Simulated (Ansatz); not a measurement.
**AgBr in Ansatz, relaxation**

The input file (Ansatz 0.2.0, plane waves):

```yaml
crystal:
  lattice:
    - [0.0, 2.852727, 2.852727]
    - [2.852727, 0.0, 2.852727]
    - [2.852727, 2.852727, 0.0]
  atoms:
    - { symbol: Br, position: [0.5, 0.5, 0.5] }
    - { symbol: Ag, position: [0.0, 0.0, 0.0] }
  symmetry: { tolerance: 0.0003 }
kpoints:
  mp_grid: { grid: [8, 8, 8], shift: [0, 0, 0] }
magnetization:
  spin_polarized: false
scf:
  occupations: { method: fermi_dirac, width: 0.0721 }
  lower_state_search: "off"
hamiltonian:
  pseudopotentials: { kind: paw }
  xc: pbesol
basis:
  ecutwfc: 420
  fft_grid_basis: typed
relax:
  max_steps: 80
  cell: { p_target: 0.0 }
output:
  forces: true
  stress: true
  eigenvalues: true
  bader: true
  populations: true
  elf: true
  write_potential: true
  volumetric_format: npy
  dos:
    e_range: [-12, 8]
    de: 0.05
    projected: { site_lists: { Ag: [Ag], Br: [Br] } }
checkpoint:
  read: saved_state
```

Run with:

```bash
ansatz run input.yaml --threads 2 --pin off --max-ram 3584MiB --backend cpu --events-out ev --progress --plain --runs-dir out
```

Origin of the cell: a database entry, scaled a little.

The saved state is a converged single point of the same cell.

Steps («new basis» is an SCF on plane waves selected anew at the same cell):

| step | ΔF (meV/atom) | max force component (eV/Å) | P (GPa) | volume (Å³) | SCF iterations | step was |
| --- | --- | --- | --- | --- | --- | --- |
| 1 | 0.0 | 0.000 | -0.82 | 46.43 | 5 | accepted |
| 2 | -1.0 | 0.000 | 0.28 | 45.43 | 5 | accepted |
| 3 | -1.1 | 0.000 | -0.01 | 45.68 | 3 | accepted |
| 4 | -1.0 | 0.000 | -0.01 | 45.68 | 5 | new basis |

Step 1, with forces in eV/Å:

```xyz
2
Lattice="0.000 2.853 2.853 2.853 0.000 2.853 2.853 2.853 0.000" Properties=species:S:1:pos:R:3:forces:R:3 pbc="T T T" step=1
Br    2.853    2.853    2.853    0.000    0.000    0.000
Ag    0.000    0.000    0.000    0.000    0.000    0.000
```

Step 2, with forces in eV/Å:

```xyz
2
Lattice="0.000 2.832 2.832 2.832 0.000 2.832 2.832 2.832 0.000" Properties=species:S:1:pos:R:3:forces:R:3 pbc="T T T" step=2
Br    2.832    2.832    2.832    0.000    0.000    0.000
Ag    0.000    0.000    0.000    0.000    0.000    0.000
```

Step 4, with forces in eV/Å:

```xyz
2
Lattice="0.000 2.837 2.837 2.837 0.000 2.837 2.837 2.837 0.000" Properties=species:S:1:pos:R:3:forces:R:3 pbc="T T T" step=4
Br    2.837    2.837    2.837    0.000    0.000    0.000
Ag    0.000    0.000    0.000    0.000    0.000    0.000
```

```yaml
Free_energy_lowered_by: 1.0 meV/atom
Volume_change: -1.62 %
Final_pressure: -0.01 GPa
Relaxation_steps_listed: 4
Formation_energy_elements_under_the_same_functional_gases_as_molecules_uncorrected: -0.264 eV/atom
Gap_on_the_mesh: 0.50 eV
```

Caveats: the relaxation held the start's symmetry, so the end may be a saddle point.

The run took 4.9 s of wall time on 2 CPU thread(s) of a shared host, from a saved density.
